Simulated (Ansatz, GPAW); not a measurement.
# One calculation of Si, 3 ways

```
CELL_PARAMETERS angstrom
0.00000 2.72185 2.72185
2.72185 0.00000 2.72185
2.72185 2.72185 0.00000
ATOMIC_POSITIONS crystal
Si 0.50000 0.50000 0.50000
Si 0.75000 0.75000 0.75000
```

Alike in all runs: task single point; functional PBE; k mesh 8 × 8 × 8; occupations gaussian, width 0.05 eV; no spin polarisation; no spin-orbit coupling. Pressure is positive in compression and, in plane waves, holds the error of the finite cutoff, which Ansatz's Pulay term estimates and takes out.

```tsv
program and potentials	plane-wave cutoff (eV)	notes	band gap (eV)	pressure (GPa)
Ansatz, Ansatz PAW	420	Pulay term of +0.02 GPa included	0.63	1.34
GPAW, GPAW PAW data sets (gpaw-data 1.2.1)	600	-	0.62	1.61
Ansatz, all-electron LAPW, scalar-relativistic	-	-	0.63	1.31
```

The band gap spans 0.62 (GPAW, GPAW PAW data sets (gpaw-data 1.2.1)) to 0.63 eV (Ansatz, all-electron LAPW, scalar-relativistic), with all-electron results at 0.63. The pressure spans 1.31 (Ansatz, all-electron LAPW, scalar-relativistic) to 1.61 GPa (GPAW, GPAW PAW data sets (gpaw-data 1.2.1)), with all-electron results at 1.31. The gap is indirect and read on the mesh alone.

The functional is the same throughout but for its coding, so the spread measures potentials, basis and numerics; runs on potential files found faulty are left out.
